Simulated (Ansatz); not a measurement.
**Pressure against volume: Be**

```
Be
1.0
    -1.25312    1.25312    1.25312
     1.25312   -1.25312    1.25312
     1.25312    1.25312   -1.25312
Be
1
Direct
  0.00000 0.00000 0.00000
```

The cell is the one relaxed in the Materials Project (mp-20), not relaxed further here; entries there can be hypothetical.

Levels of theory: DFT, PBE, all-electron LAPW, scalar-relativistic (Ansatz 0.2.0); DFT, PBE, PAW with Ansatz's default frozen-core files, scalar-relativistic (Ansatz 0.2.0).

For LAPW: a Γ-centred 23×23×23 k mesh, Fermi–Dirac smearing of 0.03 eV, basis error target 0.25 meV/atom, no spin polarisation. PAW takes a cutoff of 420 eV at this cell. The Ansatz runs share mesh, smearing and spin set-up. Plane-wave (PAW) pressures include the program's estimate of the Pulay term.

The cell above is scaled evenly, with fractional coordinates and shape held.

```json
{"V/V(cell)": "0.9400", "V (Å³/atom)": "7.399", "P, LAPW (GPa)": "7.40", "P, PAW (GPa)": "7.45"}
{"V/V(cell)": "0.9405", "V (Å³/atom)": "7.403", "P, LAPW (GPa)": "7.32", "P, PAW (GPa)": "7.37"}
{"V/V(cell)": "0.9600", "V (Å³/atom)": "7.556", "P, LAPW (GPa)": "4.39", "P, PAW (GPa)": "4.43"}
{"V/V(cell)": "0.9700", "V (Å³/atom)": "7.635", "P, LAPW (GPa)": "2.98", "P, PAW (GPa)": "3.02"}
{"V/V(cell)": "0.9800", "V (Å³/atom)": "7.714", "P, LAPW (GPa)": "1.63", "P, PAW (GPa)": "1.66"}
{"V/V(cell)": "0.9900", "V (Å³/atom)": "7.792", "P, LAPW (GPa)": "0.34", "P, PAW (GPa)": "0.37"}
{"V/V(cell)": "1.0000", "V (Å³/atom)": "7.871", "P, LAPW (GPa)": "-0.90", "P, PAW (GPa)": "-0.87"}
{"V/V(cell)": "1.0100", "V (Å³/atom)": "7.950", "P, LAPW (GPa)": "-2.08", "P, PAW (GPa)": "-2.06"}
{"V/V(cell)": "1.0200", "V (Å³/atom)": "8.029", "P, LAPW (GPa)": "-3.22", "P, PAW (GPa)": "-3.19"}
{"V/V(cell)": "1.0300", "V (Å³/atom)": "8.107", "P, LAPW (GPa)": "-4.30", "P, PAW (GPa)": "-4.28"}
{"V/V(cell)": "1.0400", "V (Å³/atom)": "8.186", "P, LAPW (GPa)": "-5.34", "P, PAW (GPa)": "-5.32"}
{"V/V(cell)": "1.0600", "V (Å³/atom)": "8.343", "P, LAPW (GPa)": "-7.29", "P, PAW (GPa)": "-7.28"}
```

**Question.** What do Birch–Murnaghan fits to the pressures give?

**Answer.** LAPW: V0 = 7.81 Å³/atom, B0 = 124 GPa, B0′ = 3.3; PAW: V0 = 7.82 Å³/atom, B0 = 124 GPa, B0′ = 3.3.

PAW's V0 lies 0.03 % from the all-electron value and its B0 0.1 %. Symmetry fixes shape and coordinates here, so this is the relaxed modulus.
